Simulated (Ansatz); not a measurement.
# Al2O3 (Corundum) (R-3c) in Ansatz: a series of runs

The runs below take Al2O3 (Corundum) through single point, relaxation of cell and atoms, with PBE, RPBE+D4, BLYP+D3(BJ), revPBE+D3(BJ).

All numbers are computed with Ansatz 0.2.0; they aren't measurements. Logs are shortened: lines on timing, memory, paths and dates and some standing lists are left out, and cuts for length are marked.

**1. The structure**

Symmetry: R-3c, No. 167, trigonal system. The conventional cell has a = 4.760 Å, b = 4.760 Å, c = 12.996 Å, α = 90.00°, β = 90.00°, γ = 120.00°. Around Al (site symmetry 3) lie 6 O at 1.85 to 1.97 Å. O (site symmetry 2) has 4 Al at 1.85 to 1.97 Å as nearest neighbours.

**2. Single point, PBE**

input.yaml

```yaml
crystal:
  lattice:
    - [2.38025, 1.3742379782, 4.3318666667]
    - [-2.38025, 1.3742379782, 4.3318666667]
    - [0.0, -2.7484759565, 4.3318666667]
  atoms:
    - { symbol: Al, position: [0.85216, 0.85216, 0.85216] }
    - { symbol: Al, position: [0.64784, 0.64784, 0.64784] }
    - { symbol: Al, position: [0.14784, 0.14784, 0.14784] }
    - { symbol: Al, position: [0.35216, 0.35216, 0.35216] }
    - { symbol: O, position: [0.05668, 0.75, 0.44332] }
    - { symbol: O, position: [0.75, 0.44332, 0.05668] }
    - { symbol: O, position: [0.44332, 0.05668, 0.75] }
    - { symbol: O, position: [0.94332, 0.25, 0.55668] }
    - { symbol: O, position: [0.25, 0.55668, 0.94332] }
    - { symbol: O, position: [0.55668, 0.94332, 0.25] }
hamiltonian:
  xc: pbe
  pseudopotentials: { kind: paw }
kpoints:
  mp_grid: { grid: [7, 7, 7] }
scf:
  occupations: { method: gaussian, width: 0.013 }
output:
  forces: true
  stress: true
  eigenvalues: true
```

Potentials or basis: Ansatz PAW.

On the command line:

```
$ ansatz run input.yaml --threads 4 --pin off --max-ram 11264MiB --backend cpu --events-out ev --progress --plain --runs-dir out
```

What it wrote:

```text
Warning: RAYON_NUM_THREADS=4 ignored (pool sized by the plan → 4); use --threads N
Engine: ansatz 0.2.0, x86_64-unknown-linux-gnu
Pseudopotentials: kind: paw
Pseudopotential: Al, paw, valence charge 3, recommended cutoff 420 eV (normal), Al.paw.azcp
Pseudopotential: O, paw, valence charge 6, recommended cutoff 420 eV (normal), O.paw.azcp
Functional definition: PBE
  parameter kappa = 0.804
  parameter beta = 0.06672455060314922
  exchange = pbe_x(kappa = kappa, mu = beta*pi^2/3)
  correlation = pbe_c(beta = beta)
Crystal: 10 atoms, lattice volume = 85.018 Å³
Basis set: ecut = 420 eV, 1653 PW (Γ), exchange–correlation on 72×72×72 points (8 copies of the dense FFT grid, shifted against one another)
Bands: 34, of which v1, the nominal top of the filled ones, is band 24 counted from 1 (23 counted from 0)
Symmetry: 12 space group operations
Space group: R-3c (ITA 167), of the structure as read, at distance tolerance 4.4e-5 Å
k-points: 44 of 343
Non-local potential: Al, projectors of the file, l = 0: 2, l = 1: 2, l = 2: 1
Non-local potential: O, projectors of the file, l = 0: 2, l = 1: 2, l = 2: 1
PAW form: soft (Blöchl's): semilocal exchange-correlation on the pseudo side does not see the compensation charge
PAW one-centre angular grid: Al, 110 points (default); XC on 64 Gauss nodes
PAW one-centre angular grid: O, 110 points (default); XC on 64 Gauss nodes
Initial density: superposition of atomic densities (neutral atoms: chi_scale 0, normalization atom), corrected by the library's trained network
Initial wavefunctions: pseudopotential atomic-orbital guess
Functional: x = pbe(κ = 0.804, μ = 0.2195149727645171), c = pbe(β = 0.06672455060314922)
SCF iter   1: F=—  HF=-5569.548656 eV  |F-HF|=—  |Δ(HF+E_count)|=         —  Δρ=1.70e-3  dr2=1.17e-3  ethr=1.77e-3  ⟨swp⟩=7.6  Hψ=7990  notcnv=0  defer=1
preconditioner: auto → Resta (q_TF=auto, 2.480 Å⁻¹)  ε∞=3.5  [insulator: Δε(μ)=6.209 eV  Ē_g=17.588 eV  σ=0.013 eV  W_gap=1.00  n_scr=20 (ndim 8)  ℏωp=27.9 eV  f_vac=0.000  D(μ)=0.00/eV (n_scr^D=0)  ε∞_Penn≈3.5]
SCF iter   2: F=—  HF=-5569.549932 eV  |F-HF|=—  |Δ(HF+E_count)|=   1.28e-3  Δρ=8.69e-4  dr2=2.50e-4  ethr=2.44e-6  ⟨swp⟩=2.5  Hψ=3220  notcnv=0  defer=167
SCF iter   3: F=—  HF=-5569.550532 eV  |F-HF|=—  |Δ(HF+E_count)|=   6.00e-4  Δρ=2.49e-4  dr2=2.83e-5  ethr=5.21e-7  ⟨swp⟩=2.0  Hψ=2384  notcnv=0  defer=123
automatic band count: iteration 3 solves 33 bands in place of 34: the levels show a gap, and the empty bands left out lie too high to hold charge; the band table lists the bands solved (type scf.n_extra_bands for more)
SCF iter   4: F=—  HF=-5569.550610 eV  |F-HF|=—  |Δ(HF+E_count)|=   7.80e-5  Δρ=4.80e-5  dr2=1.02e-6  ethr=5.89e-8  ⟨swp⟩=2.0  Hψ=2178  notcnv=0  defer=123
iter 5 did not close the SCF: its close was put off for the readings that it lacked (scf_convergence_deferred on its scf_iter line)
SCF iter   5: F=-5569.550611 eV  HF=-5569.550611 eV  |F-HF|=9.29e-9  |Δ(HF+E_count)|=   1.08e-6  Δρ=9.39e-6  dr2=3.16e-8  ethr=2.13e-9  ⟨swp⟩=2.0  Hψ=2368  notcnv=0  defer=123
SCF iter   6: F=-5569.550611 eV  HF=-5569.550611 eV  |F-HF|=1.39e-9  |Δ(HF+E_count)|=   2.09e-9  Δρ=2.20e-6  dr2=2.25e-9  ethr=6.59e-11  ⟨swp⟩=7.7  Hψ=6153  notcnv=0
SCF 1 converged in 6 iterations: F = -5569.550611 eV  dr2 = 2.25e-9
SCF converged after 6 iterations
Free energy (F): -5569.550611 eV
Harris-Foulkes:  -5569.550611 eV  (|F-HF|=1.39e-9)
Internal energy: -5569.550611 eV  (E = F + TS)
E sigma→0 (E₀):  -5569.550611 eV
Fermi energy:    10.859331 eV
--- Per-component energies (eV) ---
  E_band       = 66.965411
  E_kinetic    = 1184.762533
  E_local      = -1979.098259  (includes V_loc(G=0)·N_el)
  E_nonlocal   = 324.563555
  E_hartree    = 734.069703
  E_xc         = -613.962628
  E_vxc        = -697.575755  (∫ρ·V_xc dr)
  E_paw        = -2822.170121  (= ΣΔE_a)
  E_vpaw       = -233.840385  (= ΣTr[D̂ρ^β])
  E_aug_tail   = 0.015174  (compensation charges beyond the density's cutoff)
  E_ewald      = -2397.730569
  E_smearing   = -0.000000  (= −TS)
  E_closure    = 0.000000  (closes the sum)
  Σ components = -5569.550611   (vs F -5569.550611, Δ=0.00e0)
--- Forces (eV/Å), atoms counted from 1 ---
  atom   1  Al     0.00000000     0.00000000    -0.02900141
  atom   2  Al     0.00000000    -0.00000000     0.02900141
  atom   3  Al    -0.00000000    -0.00000000     0.02900141
  atom   4  Al    -0.00000000     0.00000000    -0.02900141
  atom   5  O     -0.01255311    -0.02174263    -0.00000000
  atom   6  O     -0.01255311     0.02174263     0.00000000
  atom   7  O      0.02510623     0.00000000    -0.00000000
  atom   8  O      0.01255311     0.02174263     0.00000000
  atom   9  O      0.01255311    -0.02174263    -0.00000000
  atom  10  O     -0.02510623     0.00000000     0.00000000
  max |Σ_I F_I| component: 1.62e-17 eV/Å
--- Stress (GPa, compression-positive) ---
        7.536785       0.000000       0.000000
        0.000000       7.536785       0.000000
        0.000000       0.000000       6.951160
  P = ⅓ Tr σ = 7.3416 GPa (73.416 kbar)
--- Band table (eV; the first three rows and the last of 44) ---
  k-point 0: bands = ["-11.4716", "-9.1462", "-8.8696", "-8.8696", "-8.5603", "-8.5603", "0.8525", "1.8529", "2.2121", "2.2121", "3.3378", "3.4265", "3.4265", "4.4322", "4.7927", "6.3208", "6.3208", "6.4517", "6.4517", "7.2533", "7.2533", "7.7066", "7.7066", "7.7509", "13.9677", "16.9105", "18.5126", "19.2897", "19.2897", "19.4640", "20.1390", "20.1390", "20.1849"]
  k-point 1: bands = ["-11.3661", "-9.1889", "-8.9420", "-8.8919", "-8.6109", "-8.5662", "0.9683", "1.6260", "2.0757", "2.7196", "2.8366", "3.3569", "4.1628", "4.8582", "5.0167", "5.9283", "6.2676", "6.3565", "6.5301", "7.0032", "7.0974", "7.4449", "7.6805", "7.7132", "14.4447", "17.2927", "18.1530", "19.0737", "19.0938", "19.3222", "20.1399", "20.3374", "20.6508"]
  k-point 2: bands = ["-11.0615", "-9.5126", "-8.9312", "-8.9240", "-8.7277", "-8.6071", "1.1597", "1.7234", "1.7509", "2.6648", "3.2796", "3.7288", "4.9402", "5.0650", "5.5174", "5.7130", "5.8663", "6.0493", "6.3728", "6.3782", "6.9574", "7.2610", "7.5615", "7.6066", "15.5142", "17.7057", "18.0408", "18.4223", "18.5893", "19.1478", "20.1559", "20.3308", "20.5912"]
  k-point 43: bands = ["-10.4826", "-10.3229", "-8.9980", "-8.9041", "-8.6355", "-8.5958", "2.0213", "2.1265", "2.9886", "2.9998", "3.4093", "3.8029", "3.9488", "4.1260", "5.1317", "5.3499", "5.4213", "5.8899", "6.0996", "6.2581", "7.1451", "7.1472", "7.2790", "7.3320", "16.6183", "16.8420", "18.6895", "18.8556", "19.7937", "19.8063", "20.0206", "20.2930", "20.7307"]
```

It took 2.9 s on 4 threads of Intel Xeon at 2.70GHz, shared host; peak memory 0.46 GiB.

What came out:

| Item | Value |
| --- | --- |
| Free energy | -5569.5506 eV |
| Pressure | 7.3 GPa |
| Largest force | 0.029 eV/Å |
| Band gap on the k mesh | 6.22 eV, direct |

Forces in eV/Å, atoms in the order of the input:
```
Al   0.000  0.000 -0.029
Al   0.000  0.000  0.029
Al   0.000  0.000  0.029
Al   0.000  0.000 -0.029
O   -0.013 -0.022  0.000
O   -0.013  0.022  0.000
O    0.025  0.000  0.000
O    0.013  0.022  0.000
O    0.013 -0.022  0.000
O   -0.025  0.000  0.000
```

Caveat: odd divisions of the mesh miss points on the zone boundary, where band edges often lie, so the gap on the mesh can be too wide; the pressure holds a Pulay correction of +0.9 GPa for the finite cutoff.

**3. Single point, PBE**

Changes to input.yaml since step 2:

```diff
@@ -22,3 +22,3 @@
 scf:
-  occupations: { method: gaussian, width: 0.013 }
+  occupations: { method: gaussian, width: 0.014 }
 output:
```

Potentials or basis: Ansatz PAW.

On the command line:

```
$ ansatz run input.yaml --threads 4 --pin off --max-ram 11264MiB --backend cpu --events-out ev --progress --plain --runs-dir out
```

It took 2.8 s on 4 threads of Intel Xeon at 2.70GHz, shared host; peak memory 0.46 GiB.

Results (log left out):

```
Free energy            : -5569.5506 eV
Pressure               : 7.3 GPa
Largest force          : 0.029 eV/Å
Band gap on the k mesh : 6.22 eV, direct
```

Forces in eV/Å, atoms in the order of the input:
```
Al   0.000  0.000 -0.029
Al   0.000  0.000  0.029
Al   0.000  0.000  0.029
Al   0.000  0.000 -0.029
O   -0.013 -0.022  0.000
O   -0.013  0.022  0.000
O    0.025  0.000  0.000
O    0.013  0.022  0.000
O    0.013 -0.022  0.000
O   -0.025  0.000  0.000
```

Stress tensor (GPa, compression positive):
```
7.54 0.00 0.00
0.00 7.54 0.00
0.00 0.00 6.95
```

Levels at points of the mesh, in eV from the valence-band top:
| k point | band 22 | band 23 | band 24 | band 25 | band 26 | band 27 |
| --- | --- | --- | --- | --- | --- | --- |
| (0.00, 0.00, 0.00) | -0.04 | -0.04 | 0.00 | 6.22 | 9.16 | 10.76 |

Caveat: odd divisions of the mesh miss points on the zone boundary, where band edges often lie, so the gap on the mesh can be too wide; the pressure holds a Pulay correction of +0.9 GPa for the finite cutoff.

(Part 1 of 2 ends here.)
